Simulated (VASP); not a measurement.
# CdF2 (Fm-3m) in VASP: notebook

The runs below take CdF2 through relaxation of cell and atoms, with r2SCAN, PBE, PBEsol.

Program: VASP 6.6.1. These are calculated values, not measurements. Logs are shortened: lines on timing, memory, paths and dates and some standing lists are left out, and cuts for length are marked.

## 1. The structure

It takes space group Fm-3m (No. 225, cubic). The conventional cell has a = 5.388 Å, b = 5.388 Å, c = 5.388 Å, α = 90.00°, β = 90.00°, γ = 90.00°. Cd (site symmetry m-3m) is surrounded by 8 F at 2.33 Å. F (site symmetry -43m) is surrounded by 4 Cd at 2.33 Å.

## 2. Relaxation of cell and atoms, r2SCAN

INCAR reads:

```
SYSTEM = CdF2
PREC     = Accurate       ! precision mode
ENCUT    = 600            ! plane-wave cutoff, eV
EDIFF    = 1E-6           ! SCF threshold, eV
ISMEAR   = 0              ! smearing method
SIGMA    = 0.03           ! smearing width, eV
LREAL    = .FALSE.        ! projectors in reciprocal space
LASPH    = .TRUE.         ! aspherical terms in the spheres
NELM     = 80             ! most SCF steps
ALGO     = Normal         ! electronic algorithm
ISIF     = 3              ! what is computed and relaxed
LWAVE    = .FALSE.        ! write WAVECAR
LCHARG   = .FALSE.        ! write CHGCAR
METAGGA  = R2SCAN         ! meta-GGA
LMIXTAU  = .TRUE.       
IBRION   = 2              ! ionic algorithm
NSW      = 90             ! ionic steps
EDIFFG   = -0.01          ! ionic threshold
```

KPOINTS reads:

```
Automatic mesh
0
G
  10 10 10
  0 0 0
```

POSCAR reads:

```
CdF2
1.0
    0.0000000000      2.6940000000      2.6940000000
    2.6940000000      0.0000000000      2.6940000000
    2.6940000000      2.6940000000      0.0000000000
Cd F
1 2
Direct
    0.0000000000      0.0000000000      0.0000000000
    0.2500000000      0.2500000000      0.2500000000
    0.7500000000      0.7500000000      0.7500000000
```

Potentials or basis: VASP PAW PBE potentials, release 64 (Cd, F).

The run is started by

```sh
$ cat potpaw_PBE.64/Cd/POTCAR potpaw_PBE.64/F/POTCAR > POTCAR
$ mpirun -np 1 vasp_std > vasp.out
```

OUTCAR:

```text
SYSTEM = CdF2
   PREC = Accurate
   ENCUT = 600
   EDIFF = 1E-6
   ISMEAR = 0
   LREAL = .FALSE.
   LASPH = .TRUE.
   NELM = 80
   ISIF = 3
   METAGGA = R2SCAN
   IBRION = 2
   NSW = 90
   EDIFFG = -0.01

 ion  position               nearest neighbor table
   1  0.000  0.000  0.000-   3 2.33   3 2.33   3 2.33   2 2.33   3 2.33   2 2.33   2 2.33   2 2.33

   2  0.250  0.250  0.250-   1 2.33   1 2.33   1 2.33   1 2.33
   3  0.750  0.750  0.750-   1 2.33   1 2.33   1 2.33   1 2.33

  LATTYP: Found a face centered cubic cell.
 ALAT       =     5.3880000000

  Lattice vectors:

 A1 = (   0.0000000000,   2.6940000000,   2.6940000000)
 A2 = (   2.6940000000,   0.0000000000,   2.6940000000)
 A3 = (   2.6940000000,   2.6940000000,   0.0000000000)

Analysis of symmetry for initial positions (statically):
=====================================================================
 Subroutine PRICEL returns:
 Original cell was already a primitive cell.

 Routine SETGRP: Setting up the symmetry group for a
 face centered cubic supercell.

 Subroutine GETGRP returns: Found 48 space group operations
 (whereof 48 operations were pure point group operations)
 out of a pool of 48 trial point group operations.

The static configuration has the point symmetry O_h .

Analysis of symmetry for dynamics (positions and initial velocities):
=====================================================================
 Subroutine PRICEL returns:
 Original cell was already a primitive cell.

 Routine SETGRP: Setting up the symmetry group for a
 face centered cubic supercell.

 Subroutine GETGRP returns: Found 48 space group operations
 (whereof 48 operations were pure point group operations)
 out of a pool of 48 trial point group operations.

The dynamic configuration has the point symmetry O_h .

 Subroutine INISYM returns: Found 48 space group operations
 (whereof 48 operations are pure point group operations),
 and found     1 'primitive' translations

----------------------------------------------------------------------------------------

                                     Primitive cell

  volume of cell :      39.1041

  direct lattice vectors                    reciprocal lattice vectors
     0.000000000  2.694000000  2.694000000    -0.185597624  0.185597624  0.185597624
     2.694000000  0.000000000  2.694000000     0.185597624 -0.185597624  0.185597624
     2.694000000  2.694000000  0.000000000     0.185597624  0.185597624 -0.185597624

  length of vectors
     3.809891337  3.809891337  3.809891337     0.321464515  0.321464515  0.321464515

  position of ions in fractional coordinates (direct lattice)
     0.000000000  0.000000000  0.000000000
     0.250000000  0.250000000  0.250000000
     0.750000000  0.750000000  0.750000000

  ion indices of the primitive-cell ions
   primitive index   ion index
                 1           1
                 2           2
                 3           3

----------------------------------------------------------------------------------------

 KPOINTS: Automatic mesh

Automatic generation of k-mesh.
 Grid dimensions read from file:
 generate k-points for:   10   10   10

 Generating k-lattice:

  Cartesian coordinates                     Fractional coordinates (reciprocal lattice)
    -0.018559762  0.018559762  0.018559762     0.100000000  0.000000000  0.000000000
     0.018559762 -0.018559762  0.018559762     0.000000000  0.100000000  0.000000000
     0.018559762  0.018559762 -0.018559762     0.000000000  0.000000000  0.100000000

  Length of vectors
     0.032146452  0.032146452  0.032146452

  Shift w.r.t. Gamma in fractional coordinates (k-lattice)
     0.000000000  0.000000000  0.000000000

 Subroutine IBZKPT returns following result:
 ===========================================

 Found     47 irreducible k-points:

 Following reciprocal coordinates:
            Coordinates               Weight
  0.000000  0.000000  0.000000      1.000000
  0.100000  0.000000  0.000000      8.000000
  0.200000  0.000000  0.000000      8.000000
  0.300000  0.000000  0.000000      8.000000
  0.400000  0.000000  0.000000      8.000000
  0.500000  0.000000  0.000000      4.000000
[... 16 lines left out ...]
  0.300000  0.300000  0.000000      6.000000
  0.400000  0.300000  0.000000     24.000000
 [... further k-points ...]
   k-points           NKPTS =     47   k-points in BZ     NKDIM =     47   number of bands    NBANDS=     17
   number of dos      NEDOS =    301   number of ions     NIONS =      3
   total plane-waves  NPLWV =  27000
   dimension x,y,z NGX =    30 NGY =   30 NGZ =   30
   dimension x,y,z NGXF=    60 NGYF=   60 NGZF=   60
   ions per type =               1   2
   NGX,Y,Z   is equivalent  to a cutoff of  13.09, 13.09, 13.09 a.u.
   NGXF,Y,Z  is equivalent  to a cutoff of  26.18, 26.18, 26.18 a.u.
 SYSTEM =  CdF2
   PREC   = accura    normal or accurate (medium, high low for compatibility)
   ISTART =      0    job   : 0-new  1-cont  2-samecut
   ICHARG =      2    charge: 1-file 2-atom 10-const
   ISPIN  =      1    spin polarized calculation?
   LNONCOLLINEAR =      F non collinear calculations
   LSORBIT =      F    spin-orbit coupling
   LASPH  =      T    aspherical Exc in radial PAW
   ENCUT  =  600.0 eV  44.10 Ry    6.64 a.u.   7.61  7.61  7.61*2*pi/ulx,y,z
   NELM   =     80;   NELMIN=  2; NELMDL= -5     # of ELM steps
   EDIFF  = 0.1E-05   stopping-criterion for ELM
   LREAL  =      F    real-space projection
   EDIFFG = -.1E-01   stopping-criterion for IOM
   NSW    =     90    number of steps for IOM
   IBRION =      2    ionic relax: 0-MD 1-quasi-New 2-CG
   NFREE  =      1    steps in history (QN), initial steepest desc. (CG)
   ISIF   =      3    stress and relaxation
   ISYM   =      2    0-nonsym 1-usesym 2-fastsym
   POTIM  = 0.5000    time-step for ionic-motion
   TEBEG  =    0.0;   TEEND  =   0.0 temperature during run
   PSTRESS=    0.0 pullay stress
   NELECT =      26.0000    total number of electrons
   NUPDOWN=      -1.0000    fix difference up-down
   EMIN   =  10.00;   EMAX   =-10.00  energy-range for DOS
   EFERMI =   0.00;   METHOD = LEGACY
   ISMEAR =     0;   SIGMA  =   0.03  broadening in eV -4-tet -1-fermi 0-gaus
   EFERMI_NEDOS =   21; number of points for ismear=-14 and -15
   IALGO  =     38    algorithm
   IMIX   =      4    mixing-type and parameters
     AMIX     =   0.40;   BMIX     =  1.00
     AMIX_MAG =   1.60;   BMIX_MAG =  1.00
  volume/ion in A,a.u.               =      13.03        87.96
  Fermi-wavevector in a.u.,A,eV,Ry     =   1.428867  2.700166 27.778468  2.041660
  Thomas-Fermi vector in A             =   2.548882
   LORBIT       =      0    0 simple, 1 ext, 2 COOP (PROOUT), +10 PAW based schemes
   METAGGA = R2SCAN    functional components
   LHFCALC =     F    Hartree Fock is set to
   AEXX    =    0.0000 exact exchange contribution
   IVDW    =     0    specifies the selected vdW correction
   LEPSILON=     F    determine dielectric tensor
   LRPA    =     F    only Hartree local field effects (RPA)
 conjugate gradient relaxation of ions
 non-spin polarized calculation
 Gauss-broadening in eV      SIGMA  =   0.03
  energy-cutoff  :      600.00
  volume of cell :       39.10
 maximum number of plane-waves:      1326
   NGX = 15   NGY = 15   NGZ = 15

--------------------------------------- Ionic step        1  -------------------------------------------

 number of electron      25.9999977 magnetization

 Free energy of the ion-electron system (eV)
  ---------------------------------------------------
  ext. energy  EPLUGINS =         0.00000000
  ---------------------------------------------------
  free energy    TOTEN  =       -33.72434537 eV

  energy without entropy =      -33.72434537  energy(sigma->0) =      -33.72434537

------------------------ aborting loop because EDIFF is reached ----------------------------------------

  FORCE on cell =-STRESS in cart. coord.  units (eV):
  Direction    XX          YY          ZZ          XY          YZ          ZX
  --------------------------------------------------------------------------------------
  -------------------------------------------------------------------------------------
  Total        0.1999066      0.1999066      0.1999066      0.0000000     -0.0000000      0.0000000
  in kB        8.1905858      8.1905858      8.1905858      0.0000000     -0.0000000      0.0000000
  external PRESSURE =       8.1905858 kB  Pullay stress =       0.0000000 kB

 VOLUME and BASIS-vectors are now :
 -----------------------------------------------------------------------------
  energy-cutoff  :      600.00
  volume of cell :       39.10
      direct lattice vectors                 reciprocal lattice vectors
     0.000000000  2.694000000  2.694000000    -0.185597624  0.185597624  0.185597624
     2.694000000  0.000000000  2.694000000     0.185597624 -0.185597624  0.185597624
     2.694000000  2.694000000  0.000000000     0.185597624  0.185597624 -0.185597624
[... 38 lines left out ...]
 POSITION                                       TOTAL-FORCE (eV/Angst)
 -----------------------------------------------------------------------------------
      5.40532      2.70266      2.70266         0.000000      0.000000      0.000000
      1.35133      1.35133      1.35133         0.000000      0.000000     -0.000000
      4.05399      4.05399      4.05399        -0.000000     -0.000000      0.000000
 -----------------------------------------------------------------------------------
    total drift:                                0.000000     -0.000000      0.000000

  FREE ENERGIE OF THE ION-ELECTRON SYSTEM (eV)
  ---------------------------------------------------
  free  energy   TOTEN  =       -33.7249215379 eV

  energy  without entropy=      -33.7249215379  energy(sigma->0) =      -33.72492154

--------------------------------------- Ionic step        3  -------------------------------------------

 number of electron      25.9999977 magnetization

 Free energy of the ion-electron system (eV)
  ---------------------------------------------------
  ext. energy  EPLUGINS =         0.00000000
  ---------------------------------------------------
  free energy    TOTEN  =       -33.72502186 eV

  energy without entropy =      -33.72502186  energy(sigma->0) =      -33.72502186

 E-fermi :  -1.7396     XC(G=0): -11.0083

 val. band max:       -1.9301877823   @ k =  -0.3000   0.5000   0.2000
 cond. band min:       1.8049409155   @ k =   0.0000   0.0000   0.0000
 fundamental gap:      3.7351286979
 Fermi energy:        -1.7395708256

 k-point     1 :       0.0000    0.0000    0.0000
  band No.  band energies     occupation
      1     -23.8242      2.00000
      2     -22.7760      2.00000
      3      -7.5298      2.00000
      4      -7.5298      2.00000
      5      -7.5298      2.00000
      6      -6.3220      2.00000
[... 9 lines left out ...]
     16      11.6552      0.00000
     17      11.6553      0.00000
[... 441 lines left out ...]
 k-point    24 :       0.4000    0.3000    0.0000
  band No.  band energies     occupation
      1     -23.4675      2.00000
      2     -23.0745      2.00000
      3      -7.0244      2.00000
      4      -6.9074      2.00000
      5      -6.8236      2.00000
      6      -6.3408      2.00000
[... 9 lines left out ...]
     16      12.2121      0.00000
     17      13.0746      0.00000

 [... further k-points ...]

------------------------ aborting loop because EDIFF is reached ----------------------------------------

  FORCE on cell =-STRESS in cart. coord.  units (eV):
  Direction    XX          YY          ZZ          XY          YZ          ZX
  --------------------------------------------------------------------------------------
  -------------------------------------------------------------------------------------
  Total        0.0027728      0.0027728      0.0027728      0.0000000     -0.0000000     -0.0000000
  in kB        0.1128249      0.1128249      0.1128249      0.0000000     -0.0000000     -0.0000000
  external PRESSURE =       0.1128249 kB  Pullay stress =       0.0000000 kB

 VOLUME and BASIS-vectors are now :
 -----------------------------------------------------------------------------
  energy-cutoff  :      600.00
  volume of cell :       39.37
      direct lattice vectors                 reciprocal lattice vectors
    -0.000000000  2.700200649  2.700200649    -0.185171424  0.185171424  0.185171424
     2.700200649 -0.000000000  2.700200649     0.185171424 -0.185171424  0.185171424
     2.700200649  2.700200649  0.000000000     0.185171424  0.185171424 -0.185171424

 POSITION                                       TOTAL-FORCE (eV/Angst)
 -----------------------------------------------------------------------------------
     -0.00000      0.00000      0.00000         0.000000     -0.000000      0.000000
      1.35010      1.35010      1.35010         0.000000      0.000000      0.000000
      4.05030      4.05030      4.05030        -0.000000     -0.000000     -0.000000
 -----------------------------------------------------------------------------------
    total drift:                                0.000000     -0.000000      0.000000

  FREE ENERGIE OF THE ION-ELECTRON SYSTEM (eV)
  ---------------------------------------------------
  free  energy   TOTEN  =       -33.7250218589 eV

  energy  without entropy=      -33.7250218589  energy(sigma->0) =      -33.72502186

 reached required accuracy - stopping structural energy minimisation
```

It took 3.1 min on 1 thread of Intel Xeon 6975P-C (Granite Rapids), shared host; peak memory 0.19 GiB.

What came out:

* Free energy: -33.7250 eV
* Relaxed volume: 13.12 Å³/atom
* Relaxed cell: a = 3.819 Å, b = 3.819 Å, c = 3.819 Å, α = 60.00°, β = 60.00°, γ = 60.00°
* Space group after relaxing (to 0.05 Å): Fm-3m (No. 225)
* Energy gained by relaxing: 0.2 meV/atom
* Ionic steps: 3
* Pressure after relaxing: 0.0 GPa
* Band gap on the k mesh: 3.74 eV, indirect (least direct gap 4.24 eV)

The path:
```tsv
step	energy change (eV)	largest force (eV/Å)	pressure (GPa)	volume (Å³)
1	0.0000	0.0000	0.82	39.10
2	-0.0006	0.0000	-0.30	39.48
3	-0.0007	0.0000	0.01	39.37
```

Final structure:
```yaml
crystal:
  lattice:
    - [0.00000, 2.70020, 2.70020]
    - [2.70020, 0.00000, 2.70020]
    - [2.70020, 2.70020, 0.00000]
  atoms:
    - { symbol: Cd, position: [0.00000, 0.00000, 0.00000] }
    - { symbol: F, position: [0.25000, 0.25000, 0.25000] }
    - { symbol: F, position: [0.75000, 0.75000, 0.75000] }
```

Caveat: the PAW data sets were made with another functional, which shifts forces and pressure a little. r2SCAN opens gaps a little over a GGA but as a rule still falls short of measured ones.

[end of part 1 of 2]
